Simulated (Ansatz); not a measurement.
# Al2Cu (I4/mmm) in Ansatz: elastic constants with PBEsol

Aim: the elastic constants of Al2Cu with PBEsol.

Program: Ansatz 0.2.0. These are calculated values, not measurements. Logs are shortened: lines on timing, memory, paths and dates and some standing lists are left out, and cuts for length are marked.

## (1) Starting point

It takes space group I4/mmm (No. 139, tetragonal). The conventional cell has a = 4.061 Å, b = 4.061 Å, c = 5.702 Å, α = 90.00°, β = 90.00°, γ = 90.00°. Cu (site symmetry 4/mmm) has 8 Al at 2.48 Å as nearest neighbours. Al (site symmetry -4m2) has 4 Cu at 2.48 Å and 2 Al at 2.85 Å as nearest neighbours.

The cell comes from a database or a generator and needn't be the stable form of this composition.

## (2) Elastic constants, PBEsol

input.yaml

```yaml
crystal:
  lattice:
    - [-2.0303375, 2.0303375, 2.851094]
    - [2.0303375, -2.0303375, 2.851094]
    - [2.0303375, 2.0303375, -2.851094]
  atoms:
    - { symbol: Cu, position: [0.5, 0.5, 0.0] }
    - { symbol: Al, position: [0.25, 0.75, 0.5] }
    - { symbol: Al, position: [0.75, 0.25, 0.5] }
hamiltonian:
  xc: pbesol
  pseudopotentials: { kind: paw }
kpoints:
  mp_grid: { grid: [8, 8, 8] }
scf:
  occupations: { method: fermi_dirac, width: 0.05 }
output:
  forces: true
  stress: true
elastic:
  mode: relaxed_ion
  stencil: two_point
```

Potentials or basis: Ansatz PAW.

Command:

```console
$ ansatz run input.yaml --threads 2 --pin off --max-ram 5632MiB --backend cpu --events-out ev --progress --plain --runs-dir out
```

Standard output:

```text
Warning: RAYON_NUM_THREADS=2 ignored (pool sized by the plan → 2); use --threads N
Engine: ansatz 0.2.0, aarch64-unknown-linux-gnu
Pseudopotentials: kind: paw
Pseudopotential: Cu, paw, valence charge 19, recommended cutoff 420 eV (normal), Cu.paw.azcp
Pseudopotential: Al, paw, valence charge 3, recommended cutoff 420 eV (normal), Al.paw.azcp
Functional definition: PBEsol
  exchange = pbesol_x
  correlation = pbesol_c
Crystal: 3 atoms, lattice volume = 47.012 Å³
Basis set: ecut = 420 eV, 925 PW (Γ), exchange–correlation on 60×60×60 points (8 copies of the dense FFT grid, shifted against one another)
Bands: 17, of which v1, the nominal top of the filled ones, is band 13 counted from 1 (12 counted from 0)
Symmetry: 16 space group operations
Space group: I4/mmm (ITA 139), of the structure as read, at distance tolerance 3.6e-5 Å
k-points: 59 of 512
Non-local potential: Cu, projectors of the file, l = 0: 3, l = 1: 2, l = 2: 3, l = 3: 1
Non-local potential: Al, projectors of the file, l = 0: 2, l = 1: 2, l = 2: 1
PAW form: soft (Blöchl's): semilocal exchange-correlation on the pseudo side does not see the compensation charge
PAW frozen core: Cu, regenerated for the run's functional, and the local potential with it (the file was generated under x = pbe(κ = 0.804, μ = 0.2195149727645171), c = pbe(β = 0.06672455060314922))
PAW frozen core: Al, regenerated for the run's functional, and the local potential with it (the file was generated under x = pbe(κ = 0.804, μ = 0.2195149727645171), c = pbe(β = 0.06672455060314922))
PAW one-centre angular grid: Cu, 590 points (default); XC on 64 Gauss nodes
PAW one-centre angular grid: Al, 110 points (default); XC on 64 Gauss nodes
Initial density: superposition of atomic densities (neutral atoms: chi_scale 0, normalization atom), corrected by the library's trained network
Initial wavefunctions: pseudopotential atomic-orbital guess
Functional: x = pbesol(κ = 0.804, μ = 0.12345679012345678), c = pbesol(β = 0.046)
SCF iter   1: F=—  HF=-7638.424967 eV  |F-HF|=—  |Δ(HF+E_count)|=         —  Δρ=8.82e-3  dr2=2.03e-2  ethr=1.77e-3  ⟨swp⟩=5.3  Hψ=5115  notcnv=0
preconditioner: auto → none  [insulator: Δε(μ)=0.139 eV  Ē_g=8.423 eV  σ=0.050 eV  W_gap=0.60  n_scr=14 (ndim 8)  ℏωp=22.3 eV  f_vac=0.002  D(μ)=0.65/eV (n_scr^D=0)  ε∞_Penn≈8.0]
SCF iter   2: F=—  HF=-7638.421357 eV  |F-HF|=—  |Δ(HF+E_count)|=   3.61e-3  Δρ=1.44e-3  dr2=7.31e-4  ethr=8.13e-5  ⟨swp⟩=2.0  Hψ=2142  notcnv=0  defer=5
SCF iter   3: F=—  HF=-7638.421212 eV  |F-HF|=—  |Δ(HF+E_count)|=   1.45e-4  Δρ=6.66e-4  dr2=1.53e-4  ethr=2.92e-6  ⟨swp⟩=2.1  Hψ=1439  notcnv=0  defer=5
SCF iter   4: F=—  HF=-7638.421236 eV  |F-HF|=—  |Δ(HF+E_count)|=   2.43e-5  Δρ=8.19e-5  dr2=2.56e-6  ethr=6.14e-7  ⟨swp⟩=1.6  Hψ=1154  notcnv=0  defer=5
SCF iter   5: F=—  HF=-7638.421231 eV  |F-HF|=—  |Δ(HF+E_count)|=   4.44e-6  Δρ=5.89e-6  dr2=1.21e-8  ethr=1.02e-8  ⟨swp⟩=1.8  Hψ=1173  notcnv=0  defer=5
SCF iter   6: F=—  HF=-7638.421231 eV  |F-HF|=—  |Δ(HF+E_count)|=   5.30e-9  Δρ=4.95e-7  dr2=7.50e-11  ethr=4.85e-11  ⟨swp⟩=2.0  Hψ=1478  notcnv=0  defer=5
SCF iter   7: F=—  HF=-7638.421231 eV  |F-HF|=—  |Δ(HF+E_count)|=  5.55e-11  Δρ=5.06e-8  dr2=1.04e-12  ethr=3.00e-13 (applied; sched 1.00e-12)  ⟨swp⟩=2.0  Hψ=1497  notcnv=0  defer=5
SCF iter   8: F=-7638.421231 eV  HF=-7638.421231 eV  |F-HF|=3.64e-12  |Δ(HF+E_count)|=    0.00e0  Δρ=1.51e-8  dr2=9.63e-14  ethr=1.00e-12  ⟨swp⟩=4.4  Hψ=3358  notcnv=0
SCF 1 converged in 8 iterations: F = -7638.421231 eV  dr2 = 9.63e-14
Crystal: 3 atoms, lattice volume = 46.918 Å³
Symmetry: 8 space group operations
k-points: 95 of 512
Initial density: handed on by an earlier stage of this run
Initial wavefunctions: pseudopotential atomic-orbital guess (no wavefunctions were taken with the density)
iter 1 solved again at ethr=1.33e-4 eV; its pass at ethr=3.10e-3 eV (dr2=3.31e-2 eV) is discarded
SCF iter   1: F=—  HF=-7638.427469 eV  |F-HF|=—  |Δ(HF+E_count)|=         —  Δρ=1.20e-2  dr2=3.42e-2  ethr=1.33e-4  ⟨swp⟩=1.0  Hψ=10239  notcnv=0
preconditioner: auto → none  [insulator: Δε(μ)=0.139 eV  Ē_g=8.414 eV  σ=0.050 eV  W_gap=0.60  n_scr=14 (ndim 8)  ℏωp=22.4 eV  f_vac=0.000  D(μ)=0.64/eV (n_scr^D=0)  ε∞_Penn≈8.1]
SCF iter   2: F=—  HF=-7638.421807 eV  |F-HF|=—  |Δ(HF+E_count)|=   5.66e-3  Δρ=1.78e-3  dr2=4.63e-4  ethr=1.33e-4  ⟨swp⟩=2.0  Hψ=2636  notcnv=0
SCF iter   3: F=—  HF=-7638.421407 eV  |F-HF|=—  |Δ(HF+E_count)|=   4.00e-4  Δρ=1.16e-3  dr2=1.80e-4  ethr=1.85e-6  ⟨swp⟩=2.0  Hψ=2811  notcnv=0
SCF iter   4: F=—  HF=-7638.421398 eV  |F-HF|=—  |Δ(HF+E_count)|=   8.65e-6  Δρ=3.22e-4  dr2=1.06e-5  ethr=7.19e-7  ⟨swp⟩=2.1  Hψ=2032  notcnv=0
SCF iter   5: F=—  HF=-7638.421392 eV  |F-HF|=—  |Δ(HF+E_count)|=   5.57e-6  Δρ=6.63e-5  dr2=1.41e-6  ethr=4.23e-8  ⟨swp⟩=2.0  Hψ=2320  notcnv=0
[... 225 lines left out ...]
SCF iter   8: F=-7638.421207 eV  HF=-7638.421207 eV  |F-HF|=2.73e-12  |Δ(HF+E_count)|=  9.09e-13  Δρ=4.63e-9  dr2=5.81e-15  ethr=1.00e-12  ⟨swp⟩=4.0  Hψ=5121  notcnv=0
SCF 19 converged in 8 iterations: F = -7638.421207 eV  dr2 = 5.81e-15
iter 1 solved again at ethr=5.17e-12 eV; its pass at ethr=3.10e-3 eV (dr2=1.29e-9 eV) is discarded
SCF iter   1: F=—  HF=-7638.421208 eV  |F-HF|=—  |Δ(HF+E_count)|=         —  Δρ=1.72e-6  dr2=1.29e-9  ethr=5.17e-12  ⟨swp⟩=2.7  Hψ=9263  notcnv=0
SCF iter   2: F=—  HF=-7638.421207 eV  |F-HF|=—  |Δ(HF+E_count)|=   1.58e-6  Δρ=7.51e-7  dr2=2.14e-10  ethr=5.14e-12  ⟨swp⟩=2.0  Hψ=2426  notcnv=0
SCF iter   3: F=—  HF=-7638.421207 eV  |F-HF|=—  |Δ(HF+E_count)|=  1.27e-11  Δρ=2.65e-7  dr2=1.69e-11  ethr=8.56e-13 (applied; sched 1.00e-12)  ⟨swp⟩=2.5  Hψ=2363  notcnv=0
SCF iter   4: F=—  HF=-7638.421207 eV  |F-HF|=—  |Δ(HF+E_count)|=  2.73e-12  Δρ=5.43e-8  dr2=6.82e-13  ethr=6.77e-14 (applied; sched 1.00e-12)  ⟨swp⟩=2.1  Hψ=2217  notcnv=0  defer=8
SCF iter   5: F=—  HF=-7638.421207 eV  |F-HF|=—  |Δ(HF+E_count)|=    0.00e0  Δρ=2.67e-8  dr2=1.80e-13  ethr=1.00e-12  ⟨swp⟩=4.0  Hψ=5333  notcnv=0
SCF iter   6: F=-7638.421207 eV  HF=-7638.421207 eV  |F-HF|=9.09e-13  |Δ(HF+E_count)|=    0.00e0  Δρ=6.37e-9  dr2=1.06e-14  ethr=1.00e-12  ⟨swp⟩=3.8  Hψ=4613  notcnv=0
SCF 20 converged in 6 iterations: F = -7638.421207 eV  dr2 = 1.06e-14
SCF converged after 8 iterations
Free energy (F): -7638.421231 eV
Harris-Foulkes:  -7638.421231 eV  (|F-HF|=3.64e-12)
Internal energy: -7638.415452 eV  (E = F + TS)
E sigma→0 (E₀):  -7638.418342 eV
Entropy (-TS):   -0.005780 eV (-1.927 meV/atom)
Fermi energy:    9.371054 eV
--- Per-component energies (eV) ---
  E_band       = -491.553974
  E_kinetic    = 346.831374
  E_local      = -5883.309958  (includes V_loc(G=0)·N_el)
  E_nonlocal   = 403.611792
  E_hartree    = 2630.534760
  E_xc         = -169.303917
  E_vxc        = -175.709072  (∫ρ·V_xc dr)
  E_paw        = -2528.862385  (= ΣΔE_a)
  E_vpaw       = -444.047896  (= ΣTr[D̂ρ^β])
  E_aug_tail   = 0.000238  (compensation charges beyond the density's cutoff)
  E_ewald      = -2438.161835
  E_core_change = 0.244480  (= ΣΔE_core)
  E_smearing   = -0.005780  (= −TS)
  E_closure    = 0.000000  (closes the sum)
  Σ components = -7638.421231   (vs F -7638.421231, Δ=0.00e0)
--- Forces (eV/Å), atoms counted from 1 ---
  atom   1  Cu    -0.00000000    -0.00000000     0.00000000
  atom   2  Al    -0.00000000     0.00000000     0.00000000
  atom   3  Al     0.00000000    -0.00000000     0.00000000
  max |Σ_I F_I| component: 3.47e-18 eV/Å
--- Stress (GPa, compression-positive) ---
       -0.508645       0.000000       0.000000
        0.000000      -0.508645       0.000000
        0.000000       0.000000       0.300942
  P = ⅓ Tr σ = -0.2388 GPa (-2.388 kbar)
--- Band table (eV; the first three rows and the last of 59) ---
  k-point 0: bands = ["-104.2294", "-61.7291", "-61.7291", "-61.7242", "-0.9563", "4.7481", "4.7559", "4.7559", "5.3245", "5.3373", "12.2064", "12.2064", "12.2597", "12.2811", "12.3602", "12.3602", "13.7106"]
  k-point 1: bands = ["-104.2294", "-61.7291", "-61.7291", "-61.7242", "-0.6759", "4.6729", "4.7919", "4.8007", "5.2756", "5.3582", "10.3058", "10.3652", "11.1667", "11.3996", "13.6345", "14.5560", "14.6408"]
  k-point 2: bands = ["-104.2294", "-61.7291", "-61.7291", "-61.7242", "0.1571", "4.4707", "4.9267", "4.9382", "5.1191", "5.4154", "8.7903", "8.8087", "8.8454", "10.4717", "11.8815", "16.7752", "16.9629"]
  k-point 58: bands = ["-104.2294", "-61.7291", "-61.7291", "-61.7243", "3.2297", "3.4486", "4.1541", "5.2699", "5.2699", "5.4930", "5.6086", "7.3124", "7.3124", "9.7132", "10.8236", "18.3636", "20.0446"]
--- Elastic constants: 4 strain directions × 2 members + reference (group order 16) ---
  dense FFT box of the reference and of every strained cell: 30×30×30
  strains applied: 11, 33, 23, 12; error gains: componentwise 1.00 (the most a stress slope's error grows in a printed constant), spectral 1.41 (1 for all six strains in a standard setting)
  C = ∂σ_k/∂η_j (tension-positive GPa; Voigt order 11 22 33 23 13 12):
       200.500     42.512     65.266      0.000      0.000      0.000
        42.512    200.500     65.266     -0.000      0.000      0.000
        66.088     66.088    187.294      0.000      0.000      0.000
         0.000      0.000      0.000     68.944      0.000     -0.000
        -0.000     -0.000      0.000     -0.000     68.944      0.000
         0.000      0.000     -0.000      0.000      0.000     48.194
  reference stress σ⁰ (GPa):      0.509      0.509     -0.301     -0.000     -0.000     -0.000
  C* (energy form; C + prestress term) asymmetry max|C*_kj − C*_jk| = 1.317e-2 GPa — a small one proves nothing (zero by symmetry where the batch's group is 432, −43m or m−3m); a large one is finite-difference/SCF noise where every solve meets its electron count
  moduli (Voigt/Reuss/Hill, GPa): K = 104.00/103.94/103.97   G = 64.84/63.02/63.93   E = 159.18   ν = 0.245
  mechanically stable: yes (min eigenvalue of sym C = 48.19 GPa)
  strain η (Voigt 11):  stress-route row diagonal C_11 = 200.50 GPa, energy-path curvature d²(F+E_count+ΔE)/dδ²/Ω₀ = 200.59 GPa
         δ    σ_11 (GPa)             F (eV)   n_scf  n_hpsi   n_pw
    -2.000e-3       0.1072       -7638.4214111      11   30611    934   relax 3 steps, max|allowed force component| 5.78e-7 eV/Å
     2.000e-3       0.9092       -7638.4208202      12   31414    934   relax 3 steps, max|allowed force component| 1.55e-8 eV/Å
  strain η (Voigt 33):  stress-route row diagonal C_33 = 187.29 GPa, energy-path curvature d²(F+E_count+ΔE)/dδ²/Ω₀ = 187.35 GPa
         δ    σ_33 (GPa)             F (eV)   n_scf  n_hpsi   n_pw
    -2.000e-3      -0.6799       -7638.4209456       8   17583    934   relax 0 steps, max|allowed force component| 1.04e-17 eV/Å
     2.000e-3       0.0693       -7638.4213071       7   15500    941   relax 0 steps, max|allowed force component| 8.10e-18 eV/Å
  strain η (Voigt 23):  stress-route row diagonal C_44 = 68.94 GPa, energy-path curvature d²(F+E_count+ΔE)/dδ²/Ω₀ = 68.87 GPa
         δ    σ_23 (GPa)             F (eV)   n_scf  n_hpsi   n_pw
    -2.000e-3      -0.1379       -7638.4211942      12   49611    934   relax 3 steps, max|allowed force component| 7.41e-6 eV/Å
     2.000e-3       0.1379       -7638.4211942      12   49595    934   relax 2 steps, max|allowed force component| 2.94e-5 eV/Å
  strain η (Voigt 12):  stress-route row diagonal C_66 = 48.19 GPa, energy-path curvature d²(F+E_count+ΔE)/dδ²/Ω₀ = 47.92 GPa
         δ    σ_12 (GPa)             F (eV)   n_scf  n_hpsi   n_pw
    -2.000e-3      -0.0964       -7638.4212065       8   29497    934   relax 0 steps, max|allowed force component| 6.94e-18 eV/Å
     2.000e-3       0.0964       -7638.4212065       6   27791    934   relax 0 steps, max|allowed force component| 9.25e-18 eV/Å
```

Wall time 52 s (2 threads of Arm Neoverse V1, shared host); peak memory 0.42 GiB.

What came out:

```yaml
Free_energy: -7638.4212 eV
Pressure: -0.2 GPa
Band_gap_on_the_k_mesh: none (metal or under the smearing width)
Voigt_bulk_modulus: 104 GPa
```

Stress tensor (GPa, compression positive):
```
-0.51  0.00  0.00
 0.00 -0.51  0.00
 0.00  0.00  0.30
```

Elastic tensor in Voigt notation (GPa, in the Cartesian axes of the cell as first typed):
```
200  43  65   0   0   0
 43 200  65   0   0   0
 66  66 187   0   0   0
  0   0   0  69   0   0
  0   0   0   0  69   0
  0   0   0   0   0  48
```

Caveat: elastic constants of metals need much finer meshes, so these are rough; the PAW data sets come from PBE, with cores solved anew for the run's functional, which leaves a small shift of forces and pressure.
